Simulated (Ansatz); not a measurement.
Crystal: CdSe.

```
Cd Se
1.0
     0.00000    3.07027    3.07027
     3.07027    0.00000    3.07027
     3.07027    3.07027    0.00000
Cd Se
1 1
Direct
  0.00000 0.00000 0.00000
  0.25000 0.25000 0.25000
```

Measurements of this composition are mostly on another form, of space group No. 186.

Below is the output of Ansatz 0.2.0 for this cell. Logs are shortened: lines on timing, memory, paths and dates and some standing lists are left out, and cuts for length are marked.

```text
Warning: RAYON_NUM_THREADS=1 ignored (pool sized by the plan → 1); use --threads N
LAPW: plane waves up to 8.025 Å⁻¹, error target 2.0e-3 eV per atom; small_component_spin mean_spin; Se in spheres of 1.272 Å, 24 of its electrons in bands, Dirac shells []; Cd in spheres of 1.387 Å, 20 of its electrons in bands, Dirac shells [] (how accurate: hamiltonian.pseudopotentials.lapw.basis_error, Limitations)
Engine: ansatz 0.2.0, x86_64-unknown-linux-gnu
Pseudopotentials: kind: all_electron
Pseudopotential: Cd, LAPW, valence charge 20, lapw/all_electron/scalar/gaussian/Cd, Koelling and Harmon's equation, gaussian nucleus
Pseudopotential: Se, LAPW, valence charge 24, lapw/all_electron/scalar/gaussian/Se, Koelling and Harmon's equation, gaussian nucleus
Functional definition: PBE
  parameter kappa = 0.804
  parameter beta = 0.06672455060314922
  exchange = pbe_x(kappa = kappa, mu = beta*pi^2/3)
  correlation = pbe_c(beta = beta)
Crystal: 2 atoms, lattice volume = 57.884 Å³
Basis set: ecut = 245.3378873359316 eV, 531 PW (Γ), exchange–correlation at level 2
Bands: 27, of which v1, the nominal top of the filled ones, is band 22 counted from 1 (21 counted from 0)
Symmetry: 24 space group operations
Space group: F-43m (ITA 216), of the structure as read, at distance tolerance 3.9e-5 Å
k-points: 10 of 125 (time reversal used)
Non-local potential: Cd, projectors of the file, none
Non-local potential: Se, projectors of the file, none
Initial density: superposition of atomic densities (chi_scale 0.1, normalization cell, long waves kept (reshape's long-wave potential 0.00 eV rms))
Initial wavefunctions: plane waves of lowest kinetic energy (no species holds an atomic orbital)
Functional: x = pbe(κ = 0.804, μ = 0.2195149727645171), c = pbe(β = 0.06672455060314922)
iter 1 solved again at ethr=2.35e-3 eV; its pass at ethr=1.00e-1 eV (dr2=1.03e0 eV) is discarded
SCF iter   1: F=—  HF=-218362.737414 eV  |F-HF|=—  |Δ(HF+E_count)|=         —  Δρ=2.87e-2  dr2=1.04e0  ethr=2.35e-3  ⟨swp⟩=2.0  Hψ=1707  notcnv=0
preconditioner: auto → none  [insulator: Δε(μ)=1.059 eV  Ē_g=12.366 eV  σ=0.020 eV  W_gap=1.00  n_scr=14 (ndim 8)  ℏωp=20.7 eV  f_vac=0.228  D(μ)=0.00/eV (n_scr^D=0)  ε∞_Penn≈3.8]
iter 2 solved again at ethr=4.90e-5 eV; its pass at ethr=2.35e-3 eV (dr2=2.16e-2 eV) is discarded
SCF iter   2: F=—  HF=-218362.387044 eV  |F-HF|=—  |Δ(HF+E_count)|=   3.50e-1  Δρ=7.27e-3  dr2=2.16e-2  ethr=4.90e-5  ⟨swp⟩=2.0  Hψ=1424  notcnv=0
SCF iter   3: F=—  HF=-218362.350972 eV  |F-HF|=—  |Δ(HF+E_count)|=   3.61e-2  Δρ=4.27e-3  dr2=1.14e-2  ethr=4.90e-5  ⟨swp⟩=3.0  Hψ=840  notcnv=0
SCF iter   4: F=—  HF=-218362.350896 eV  |F-HF|=—  |Δ(HF+E_count)|=   7.53e-5  Δρ=1.40e-3  dr2=1.13e-3  ethr=2.59e-5  ⟨swp⟩=2.0  Hψ=822  notcnv=0
SCF iter   5: F=—  HF=-218362.351049 eV  |F-HF|=—  |Δ(HF+E_count)|=   1.53e-4  Δρ=1.89e-4  dr2=1.40e-5  ethr=2.56e-6  ⟨swp⟩=2.0  Hψ=774  notcnv=0
SCF iter   6: F=—  HF=-218362.351060 eV  |F-HF|=—  |Δ(HF+E_count)|=   1.11e-5  Δρ=4.66e-5  dr2=1.14e-6  ethr=3.18e-8  ⟨swp⟩=2.9  Hψ=790  notcnv=0
SCF iter   7: F=-218362.351063 eV  HF=-218362.351063 eV  |F-HF|=1.11e-7  |Δ(HF+E_count)|=   2.89e-6  Δρ=8.66e-6  dr2=3.44e-8  ethr=2.58e-9  ⟨swp⟩=3.0  Hψ=827  notcnv=0
SCF 1 converged in 7 iterations: F = -218362.351063 eV  dr2 = 3.44e-8
SCF converged after 7 iterations
Free energy (F): -218362.351063 eV
Harris-Foulkes:  -218362.351063 eV  (|F-HF|=1.11e-7)
Internal energy: -218362.351063 eV  (E = F + TS)
E sigma→0 (E₀):  -218362.351063 eV
Entropy (-TS):   -0.000000 eV (-0.000 meV/atom)
Fermi energy:    8.037359 eV
--- Per-component energies (eV) ---
  E_band       = -2107.874894
  E_kinetic    = 227171.068794
  E_xc         = -6605.790193
  E_electrostatic = -438927.629665  (all electrons and nuclei)
  E_smearing   = -0.000000  (= −TS)
  E_closure    = 0.000000  (closes the sum)
  E_atoms      = -218356.868614  (free atoms, spherical and without spin; not in F)
  Σ components = -218362.351063   (vs F -218362.351063, Δ=0.00e0)
  Basis errors (estimates in eV, not in F): energy 8.7e-4 per atom: plane waves 7.9e-4 (4.7e-4 summed), levels above the bands 2.9e-212, relativity 1.7e-7, radial functions 8.0e-5, core shells 5.2e-7; eigenvalues (radial functions only) 2.9e-6; not estimated: angular momenta, meshes, grids; target (lapw.basis_error) 2.0e-3; muffin-tin radii Se 1.272 Å, Cd 1.387 Å
--- Forces (eV/Å), atoms counted from 1 ---
  atom   1  Cd    -0.00000000     0.00000000     0.00000000
  atom   2  Se     0.00000000    -0.00000000    -0.00000000
  max |Σ_I F_I| component: 1.85e-17 eV/Å
--- Stress (GPa, compression-positive) ---
        1.350837       0.000000      -0.000000
        0.000000       1.350837       0.000000
       -0.000000       0.000000       1.350837
  P = ⅓ Tr σ = 1.3508 GPa (13.508 kbar)
--- Band table (eV; the first three rows and the last of 10) ---
  k-point 0: bands = ["-199.1568", "-138.6231", "-138.6231", "-138.6231", "-93.8373", "-54.9046", "-54.9046", "-54.9046", "-38.8372", "-38.8372", "-38.8372", "-38.8343", "-38.8343", "-4.6794", "-0.0937", "-0.0937", "-0.0937", "0.2496", "0.2496", "7.7538", "7.7538", "7.7538", "8.2990", "13.6911", "13.6911", "13.6911", "17.4216"]
  k-point 1: bands = ["-199.1568", "-138.6231", "-138.6231", "-138.6231", "-93.8373", "-54.9047", "-54.9046", "-54.9046", "-38.8373", "-38.8372", "-38.8372", "-38.8343", "-38.8343", "-4.5600", "-0.0576", "-0.0576", "0.0313", "0.2495", "0.2495", "5.7099", "7.4847", "7.4847", "9.7987", "13.4751", "14.0916", "14.0916", "17.7699"]
  k-point 2: bands = ["-199.1568", "-138.6231", "-138.6231", "-138.6231", "-93.8373", "-54.9048", "-54.9047", "-54.9047", "-38.8373", "-38.8372", "-38.8372", "-38.8342", "-38.8342", "-4.3637", "-0.0125", "-0.0125", "0.2659", "0.2659", "0.4136", "3.8526", "7.1051", "7.1051", "10.1219", "14.2261", "14.2261", "14.7338", "17.5257"]
  k-point 9: bands = ["-199.1568", "-138.6231", "-138.6231", "-138.6231", "-93.8372", "-54.9048", "-54.9047", "-54.9047", "-38.8373", "-38.8372", "-38.8372", "-38.8342", "-38.8342", "-4.2485", "0.0636", "0.0722", "0.2039", "0.2680", "0.6216", "3.9681", "5.5693", "6.1645", "12.2915", "12.7354", "14.0767", "16.3919", "17.1752"]
```

Problem. Write the input and the command behind it.

Solution. Single point with PBE, no spin polarisation. The files as run (others can give the same):

input.yaml
```yaml
crystal:
  lattice:
    - [0.0, 3.0702711986, 3.0702711986]
    - [3.0702711986, 0.0, 3.0702711986]
    - [3.0702711986, 3.0702711986, 0.0]
  atoms:
    - { symbol: Cd, position: [0.0, 0.0, 0.0] }
    - { symbol: Se, position: [0.25, 0.25, 0.25] }
kpoints:
  mp_grid: { grid: [5, 5, 5] }
scf:
  occupations: { method: fermi_dirac, width: 0.02 }
hamiltonian:
  xc: pbe
  pseudopotentials: { kind: all_electron, lapw: { basis_error: 0.002 } }
output:
  forces: true
  stress: true
  eigenvalues: true
```

Potentials or basis: all-electron LAPW, scalar-relativistic.
The run is started by
```bash
$ ansatz run input.yaml --threads 1 --pin off --max-ram 2560MiB --backend cpu --events-out ev --progress --plain --runs-dir out
```
